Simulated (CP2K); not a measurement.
## WS2 in CP2K: convergence with cutoff ry

WS2, a slab with vacuum:

```
W S
1.0
     3.18352    0.00000    0.00000
    -1.59176    2.75701    0.00000
     0.00000    0.00000   16.95058
W S
1 2
Direct
  0.05303 0.08910 0.00697
  0.29234 0.64243 0.09545
  0.34701 0.65000 0.91574
```

The cell isn't the ideal one: atoms moved at random, drawn with an rms of 0.15 Å.

```yaml
Program: CP2K 2026.2
Task: single point
Functional: PBE
Potentials_or_basis: GTH_POTENTIALS W GTH-PBE-q14, S GTH-PBE-q6; DZVP-MOLOPT-SR-GTH basis
Density_cutoff: 1225 eV
k_mesh: 7 × 7 × 2
Occupations: fermi-dirac, width 0.05 eV
Spin: no spin polarisation
```

These are the settings of the first run; the series varies cutoff ry, with any setting tied to it.

Hardware: 1 thread of Arm Neoverse V2, on a shared host.

Q: The values tried are 90 Ry, 140 Ry, 190 Ry, 250 Ry, 320 Ry, 380 Ry, 450 Ry, 560 Ry, 720 Ry, loosest first. From which on does the energy stay within 1 meV/atom of the tightest run that finished?

A: From 140 Ry on.

```csv
cutoff ry,"energy less the tightest run, at zero smearing (meV/atom)",largest force (eV/Å),SCF cycles,CPU time (s),peak memory (GiB)
90 Ry,-4.30,-,21,12,0.19
140 Ry,0.41,7.342,21,12,0.21
190 Ry,0.19,7.325,21,13,0.22
250 Ry,-0.05,7.315,21,13,0.26
320 Ry,-0.01,7.307,21,14,0.32
380 Ry,-0.01,7.307,21,17,0.36
450 Ry,0.00,7.307,21,18,0.44
560 Ry,0.00,7.307,21,18,0.47
720 Ry,0.00,7.307,21,22,0.7
```

Against the tightest run, the largest force stays within 0.005 eV/Å from 320 Ry on. The tightest run that finished is the yardstick and may itself not be fully converged.
